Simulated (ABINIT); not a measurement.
# NbAs (I4_1md) in ABINIT: band structure with PBEsol

Aim: the band structure of NbAs with PBEsol.

Program: ABINIT 10.8.3 (patched build). These are calculated values, not measurements. Logs are shortened: lines on timing, memory, paths and dates and some standing lists are left out, and cuts for length are marked. The log counts tension as positive stress, the text compression.

**1. The crystal as given**

Symmetry: I4_1md, No. 109, tetragonal system. Conventional cell: a = 3.452 Å, b = 3.452 Å, c = 11.680 Å, α = 90.00°, β = 90.00°, γ = 90.00°. Around Nb (site symmetry 2mm) lie 6 As at 2.60 to 2.63 Å. As (site symmetry 2mm) is surrounded by 6 Nb at 2.60 to 2.63 Å.

**2. Band structure, PBEsol**

The input, run.abi:

```
ndtset 2

pp_dirpath "./"
pseudos "Nb.GGA_PBE-JTH.xml, As.GGA_PBE-JTH.xml"

acell 3*1.0 Angstrom
rprim
    -1.7258500000     1.7258500000     5.8400000000
     1.7258500000    -1.7258500000     5.8400000000
     1.7258500000     1.7258500000    -5.8400000000
ntypat 2
znucl 41 33
natom 4
typat 1 1 2 2
xcart
     0.0000000000     1.7258500000     0.0000000000
     0.0000000000     0.0000000000     8.7600000000
     0.0000000000     1.7258500000     4.8588800000
     0.0000000000     0.0000000000     1.9388800000 Angstrom

ecut 16.0
pawecutdg 32.0
pawxcdev 0

ixc -116133

occopt 3
tsmear 0.05 eV

nstep 100

iomode 3
prtwf 0
prteig 0
prtebands 0
enunit 1
prtden1 1

kptopt1 1
ngkpt1 11 11 11
nshiftk1 1
shiftk1 0.0 0.0 0.0
nband1 34
tolvrs1 1.0e-9

iscf2 -2
getden2 1
nband2 40
nbdbuf2 4
tolwfr2 1.0e-11
kptopt2 -10
ndivsm2 6
prteig2 1
kptbounds2
     0.0000000000     0.0000000000     0.0000000000
    -0.5000000000     0.5000000000     0.0000000000
    -0.5000000000     0.5000000000    -0.0436667032
    -0.2718333516     0.2718333516    -0.2718333516
     0.0000000000     0.0000000000     0.0000000000
     0.5000000000     0.5000000000    -0.5000000000
     0.2718333516     0.7281666484    -0.7281666484
     0.0000000000     0.5000000000    -0.5000000000
    -0.2500000000     0.7500000000    -0.2500000000
     0.0436667032     0.9563332968    -0.5000000000
     0.5000000000     0.5000000000    -0.5000000000
```

Potentials or basis: JTH PAW PBE v2.0.

On the command line:

```bash
abinit run.abi > log 2>&1
```

run.abo:

```text
.Version 10.8.3 of ABINIT
 DATASET    1 : space group I4_1 m d (#109); Bravais tI (body-center tetrag.)
================================================================================
 Values of the parameters that define the memory need for DATASET  1.
     intxc =       0    ionmov =       0      iscf =      17    lmnmax =      18
     lnmax =       6     mgfft =      45  mpssoang =       3    mqgrid =    3001
     natom =       4  nloc_mem =       2    nspden =       1   nspinor =       1
    nsppol =       1      nsym =       8    n1xccc =       1    ntypat =       2
    occopt =       3   xclevel =       2
       mpw =        1460          nfft =       91125          nkpt =         126
 PAW method is used; the additional fine FFT grid is defined by:
   mgfftf=        64    nfftf =    262144
================================================================================
================================================================================

 DATASET    2 : space group I4_1 m d (#109); Bravais tI (body-center tetrag.)
================================================================================
 Values of the parameters that define the memory need for DATASET  2.
     intxc =       0    ionmov =       0      iscf =      -2    lmnmax =      18
     lnmax =       6     mgfft =      45  mpssoang =       3    mqgrid =    3001
     natom =       4  nloc_mem =       2    nspden =       1   nspinor =       1
    nsppol =       1      nsym =       8    n1xccc =       1    ntypat =       2
    occopt =       3   xclevel =       2
       mpw =        1472          nfft =       91125          nkpt =         389
 PAW method is used; the additional fine FFT grid is defined by:
   mgfftf=        64    nfftf =    262144
================================================================================
================================================================================

--------------------------------------------------------------------------------
------------- Echo of variables that govern the present computation ------------
--------------------------------------------------------------------------------
 -outvars: echo values of preprocessed input variables --------
            acell      1.8897261259E+00  1.8897261259E+00  1.8897261259E+00 Bohr
              amu      9.29063800E+01  7.49215900E+01
             ecut      1.60000000E+01 Hartree
           enunit           1
           getden1          0
           getden2          1
             iscf1         17
             iscf2         -2
                       outvar_i_n : Printing only first  50 k-points.
              ixc     -116133
           jdtset        1    2
                       outvar_i_n : Printing only first  50 k-points.
           kptopt1          1
           kptopt2        -10
         kptrlatt       11    0    0      0   11    0      0    0   11
          kptrlen1     7.17504444E+01
          kptrlen2     3.00000000E+01
            natom           4
            nband1         34
            nband2         40
           nbdbuf1          0
           nbdbuf2          4
           ndtset           2
           ndivsm1          0
           ndivsm2          6
            ngfft          45      45      45
          ngfftdg          64      64      64
             nkpt1        126
             nkpt2        389
            nstep         100
             nsym           8
           ntypat           2
                       prtocc : prtvol=0, do not print more k-points.
           occopt           3
        pawecutdg      3.20000000E+01 Hartree
         pawxcdev           0
        prtebands           0
           prteig1          0
           prteig2          1
            prtwf           0
            rprim     -1.7258500000E+00  1.7258500000E+00  5.8400000000E+00
                       1.7258500000E+00 -1.7258500000E+00  5.8400000000E+00
                       1.7258500000E+00  1.7258500000E+00 -5.8400000000E+00
           shiftk1     0.00000000E+00  0.00000000E+00  0.00000000E+00
           shiftk2     5.00000000E-01  5.00000000E-01  5.00000000E-01
          spgroup         109
           tolvrs1     1.00000000E-09
           tolvrs2     0.00000000E+00
           tolwfr1     0.00000000E+00
           tolwfr2     1.00000000E-11
           tsmear      1.83746611E-03 Hartree
            typat      1  1  2  2
           useylm           1
                       outvars : Printing only first  50 k-points.
           xangst      2.1697024298E-17  1.7258500000E+00  3.2418512319E-16
                      -1.0118186777E-16  1.6319076881E-17  8.7600000000E+00
                       1.3919796895E-16  1.7258500000E+00  4.8588800000E+00
                      -3.5185405916E-17  1.6402441532E-17  1.9388800000E+00
            xcart      4.1001433671E-17  3.2613838344E+00  6.1262109692E-16
                      -1.9120601899E-16  3.0838585933E-17  1.6554000863E+01
                       2.6304603860E-16  3.2613838344E+00  9.1819524787E+00
                      -6.6490780810E-17  3.0996122292E-17  3.6639521910E+00
[... 214 lines left out ...]
 Cartesian components of stress tensor (hartree/bohr^3)
  sigma(1 1)=  9.89576698E-05  sigma(3 2)=  0.00000000E+00
  sigma(2 2)=  9.89576698E-05  sigma(3 1)=  0.00000000E+00
  sigma(3 3)=  6.31449837E-05  sigma(2 1)=  0.00000000E+00

-Cartesian components of stress tensor (GPa)         [Pressure= -2.5602E+00 GPa]
- sigma(1 1)=  2.91143516E+00  sigma(3 2)=  0.00000000E+00
- sigma(2 2)=  2.91143516E+00  sigma(3 1)=  0.00000000E+00
- sigma(3 3)=  1.85778956E+00  sigma(2 1)=  0.00000000E+00

================================================================================
== DATASET  2 ==================================================================

--- !DatasetInfo
iteration_state: {dtset: 2, }
dimensions: {natom: 4, nkpt: 389, mband: 40, nsppol: 1, nspinor: 1, nspden: 1, mpw: 1472, }
cutoff_energies: {ecut:  16.0, pawecutdg:  32.0, }
electrons: {nelect:   5.60000000E+01, charge:   0.00000000E+00, occopt:   3.00000000E+00, tsmear:   1.83746611E-03, }
meta: {optdriver: 0, ionmov: 0, optcell: 0, iscf: -2, paral_kgb: 0, }
...

 mkfilename : getden/=0, take file _DEN from output of DATASET   1.

 Real(R)+Recip(G) space primitive vectors, cartesian coordinates (Bohr,Bohr^-1):
 R(1)= -3.2613838  3.2613838 11.0360006  G(1)=  0.0000000  0.1533092  0.0453063
 R(2)=  3.2613838 -3.2613838 11.0360006  G(2)=  0.1533092  0.0000000  0.0453063
 R(3)=  3.2613838  3.2613838-11.0360006  G(3)=  0.1533092  0.1533092  0.0000000
 Unit cell volume ucvol=  4.6954318E+02 bohr^3
 Angles (23,13,12)=  1.48353918E+02  1.48353918E+02  4.53631816E+01 degrees

 Coarse grid specifications (used for wave-functions):

 getcut: wavevector=  0.0000  0.0000  0.0000  ngfft=  45  45  45
         ecut(hartree)=     16.000   => boxcut(ratio)=   2.04418

 Fine grid specifications (used for densities):

 getcut: wavevector=  0.0000  0.0000  0.0000  ngfft=  64  64  64
         ecut(hartree)=     32.000   => boxcut(ratio)=   2.10169
--------------------------------------------------------------------------------

================================================================================
 Non-SCF case, kpt    1 (  0.00000  0.00000  0.00000), residuals and eigenvalues=
  4.42E-12  7.01E-12  6.57E-12  5.03E-12  4.06E-12  2.19E-12  4.41E-12  5.46E-12
  3.90E-12  6.73E-12  3.56E-12  5.38E-12  4.13E-12  9.98E-13  7.92E-12  4.58E-12
  6.09E-12  4.74E-12  4.77E-12  4.51E-12  5.56E-12  6.15E-12  4.13E-12  7.38E-12
  3.25E-12  9.39E-12  5.26E-12  5.36E-12  5.12E-12  3.63E-12  8.72E-12  3.80E-12
  3.71E-12  5.19E-12  2.83E-12  5.67E-12  7.08E-12  3.63E-12  8.54E-09  5.59E-06
 -1.6000E+00 -1.5989E+00 -8.7876E-01 -8.7876E-01 -8.7828E-01 -8.7805E-01
 -8.7792E-01 -8.7787E-01 -8.7782E-01 -8.7782E-01 -8.7776E-01 -8.7772E-01
 -7.2693E-01 -7.2267E-01 -7.2267E-01 -7.1694E-01 -7.1694E-01 -7.1525E-01
 -6.3762E-02  2.0350E-02  1.9382E-01  3.1890E-01  3.3978E-01  3.3978E-01
  3.4753E-01  3.6077E-01  3.7171E-01  3.7171E-01  4.4939E-01  4.7052E-01
[... 5032 lines left out ...]
  6.6446E-01  6.6446E-01  7.2656E-01  7.2656E-01
 Non-SCF case, kpt  389 (  0.50000  0.50000 -0.50000), residuals and eigenvalues=
  5.37E-12  1.83E-12  3.61E-12  6.47E-12  3.97E-12  7.92E-12  4.54E-12  4.79E-12
  5.21E-12  7.94E-12  3.72E-12  9.83E-12  2.42E-12  4.03E-12  2.40E-12  3.91E-12
  2.48E-12  6.94E-12  2.36E-12  8.77E-12  2.29E-12  6.47E-12  2.22E-12  2.84E-12
  2.74E-12  7.85E-12  6.03E-12  6.92E-12  4.27E-12  7.22E-12  5.50E-12  8.63E-12
  2.95E-12  9.73E-12  8.18E-12  3.97E-12  5.61E-12  1.14E-11  4.07E-09  7.60E-09
 -1.5994E+00 -1.5994E+00 -8.7883E-01 -8.7883E-01 -8.7814E-01 -8.7814E-01
 -8.7789E-01 -8.7789E-01 -8.7777E-01 -8.7777E-01 -8.7774E-01 -8.7774E-01
 -7.2298E-01 -7.2298E-01 -7.2117E-01 -7.2117E-01 -7.1662E-01 -7.1662E-01
 -2.9364E-02 -2.9364E-02  2.7569E-01  2.7569E-01  3.2389E-01  3.2389E-01
  3.2977E-01  3.2977E-01  4.0361E-01  4.0361E-01  4.5943E-01  4.5943E-01
  4.9321E-01  4.9321E-01  5.3900E-01  5.3900E-01  5.9942E-01  5.9942E-01
  6.6423E-01  6.6423E-01  7.2648E-01  7.2648E-01

--- !ResultsGS
iteration_state: {dtset: 2, }
comment   : Summary of ground state results
lattice_vectors:
- [ -3.2613838,   3.2613838,  11.0360006, ]
- [  3.2613838,  -3.2613838,  11.0360006, ]
- [  3.2613838,   3.2613838, -11.0360006, ]
lattice_lengths: [  11.96104,   11.96104,   11.96104, ]
lattice_angles: [148.354, 148.354,  45.363, ] # degrees, (23, 13, 12)
lattice_volume:   4.6954318E+02
convergence: {deltae:  0.000E+00, res2:  0.000E+00, residm:  1.000E-11, diffor:  0.000E+00, }
etotal    :  -3.42851136E+02
entropy   :   0.00000000E+00
fermie    :   4.22624145E-01
cartesian_stress_tensor: null
pressure_GPa: null
xred      :
- [  5.0000E-01,   2.3619E-17,   5.0000E-01, Nb]
- [  7.5000E-01,   7.5000E-01,  -2.4586E-17, Nb]
- [  9.1600E-01,   4.1600E-01,   5.0000E-01, As]
- [  1.6600E-01,   1.6600E-01,  -5.4417E-18, As]
cartesian_forces: null
force_length_stats: {min: null, max: null, mean: null, }
...

 Integrated electronic density in atomic spheres:
 ------------------------------------------------
 Atom  Sphere_radius  Integrated_density
    1        2.22094         10.13289094
    2        2.22094         10.13289094
    3        2.10392         12.79075160
    4        2.10392         12.79075160

================================================================================

 ----iterations are completed or convergence reached----

 Mean square residual over all n,k,spin=   54.045E-13; max=  99.999E-13
 reduced coordinates (array xred) for    4 atoms
       0.500000000000      0.000000000000      0.500000000000
       0.750000000000      0.750000000000     -0.000000000000
       0.916000000000      0.416000000000      0.500000000000
       0.166000000000      0.166000000000     -0.000000000000

 cartesian coordinates (angstrom) at end:
    1      0.00000000000000     1.72585000000000     0.00000000000000
    2     -0.00000000000000     0.00000000000000     8.76000000000000
    3      0.00000000000000     1.72585000000000     4.85888000000000
    4     -0.00000000000000     0.00000000000000     1.93888000000000
 length scales=  1.889726125908  1.889726125908  1.889726125908 bohr
              =  1.000000000000  1.000000000000  1.000000000000 angstroms
 Eigenvalues (   eV  ) for nkpt= 389  k points:
 kpt#   1, nband= 40, wtk=  1.00000, kpt=  0.0000  0.0000  0.0000 (reduced coord)
 -43.53726  -43.50868  -23.91218  -23.91218  -23.89909  -23.89306  -23.88941  -23.88793
 -23.88662  -23.88662  -23.88517  -23.88398  -19.78066  -19.66476  -19.66476  -19.50902
 -19.50902  -19.46303   -1.73504    0.55375    5.27411    8.67769    9.24584    9.24584
   9.45665    9.81705   10.11487   10.11487   12.22840   12.80358   13.90985   14.51510
  14.51510   15.20470   15.46763   15.46763   16.64298   17.39386   20.23627   21.46295
 kpt#   2, nband= 40, wtk=  1.00000, kpt= -0.0072  0.0072  0.0000 (reduced coord)
 -43.53725  -43.50867  -23.91219  -23.91218  -23.89909  -23.89306  -23.88942  -23.88796
 -23.88662  -23.88660  -23.88516  -23.88397  -19.78060  -19.66487  -19.66485  -19.50914
 -19.50909  -19.46301   -1.73373    0.55414    5.27493    8.67401    9.24473    9.24769
   9.45616    9.81324   10.11402   10.11756   12.22624   12.80127   13.90914   14.51201
  14.51718   15.20234   15.46504   15.47223   16.64989   17.40417   20.23499   21.46145
 kpt#   3, nband= 40, wtk=  1.00000, kpt= -0.0145  0.0145  0.0000 (reduced coord)
 -43.53719  -43.50864  -23.91220  -23.91217  -23.89907  -23.89306  -23.88945  -23.88802
 -23.88661  -23.88656  -23.88512  -23.88395  -19.78041  -19.66513  -19.66511  -19.50944
 -19.50931  -19.46296   -1.72979    0.55534    5.27738    8.66317    9.24144    9.25297
   9.45450    9.80222   10.11164   10.12534   12.21978   12.79435   13.90711   14.50285
  14.52334   15.19556   15.45754   15.48579   16.67044   17.43
```

Run time: 18 min. Hardware: 1 thread of Intel Xeon 6975P-C (Granite Rapids), shared host; peak memory 0.51 GiB.

What came out:

```yaml
Free_energy: -9329.4547 eV
Pressure: -2.6 GPa
Largest_force: 0.291 eV/Å
Band_gap_on_the_k_mesh: none (metal or under the smearing width)
Valence_electrons_inside_the_program's_atomic_spheres: Nb 10.13; As 12.79
```

Forces in eV/Å, atoms in the order of the input:
```
Nb   0.000  0.000 -0.291
Nb   0.000  0.000 -0.291
As   0.000  0.000  0.291
As   0.000  0.000  0.291
```

Stress tensor (GPa, compression positive):
```
-2.91  0.00  0.00
 0.00 -2.91  0.00
 0.00  0.00 -1.86
```

Levels at the corners of the path, in eV from the Fermi level:
```csv
point,band 24,band 25,band 26,band 27,band 28,band 29,band 30,band 31,band 32,band 33
Γ,-2.25,-2.04,-1.68,-1.39,-1.39,0.73,1.30,2.41,3.01,3.01
X,-4.68,-2.80,-2.80,-0.60,-0.60,2.42,2.42,2.70,2.70,3.55
Y,-4.61,-2.78,-2.78,-0.64,-0.64,2.30,2.30,2.71,2.71,3.54
S,-3.13,-2.18,-2.10,-1.47,-0.16,0.19,1.45,2.01,2.44,2.74
Γ,-2.25,-2.04,-1.68,-1.39,-1.39,0.73,1.30,2.41,3.01,3.01
Z,-2.69,-2.53,-2.53,-0.52,-0.52,1.00,1.00,1.92,1.92,3.17
S1,-3.13,-2.18,-2.10,-1.47,-0.16,0.19,1.45,2.01,2.44,2.74
N,-3.16,-2.20,-1.88,-1.41,-0.06,0.05,1.17,2.14,2.28,2.79
P,-4.62,-2.83,-2.83,-0.58,-0.58,2.43,2.43,2.66,2.66,3.57
Y1,-4.61,-2.78,-2.78,-0.64,-0.64,2.30,2.30,2.71,2.71,3.54
Z,-2.69,-2.53,-2.53,-0.52,-0.52,1.00,1.00,1.92,1.92,3.17
```

Caveat: the PAW data sets were made with another functional, which shifts forces and pressure a little.

**3. The reference run**

An earlier run on the cell as given: functional PBEsol; potentials or basis JTH PAW PBE v2.0; cutoff 435 eV; k mesh 11 × 11 × 11; occupations fermi-dirac, width 0.05 eV; no spin polarisation.

* Pressure: -2.6 GPa
* Largest force: 0.291 eV/Å
* Band gap on the k mesh: none (metal or under the smearing width)
* Valence electrons inside the program's atomic spheres: Nb 10.13; As 12.79
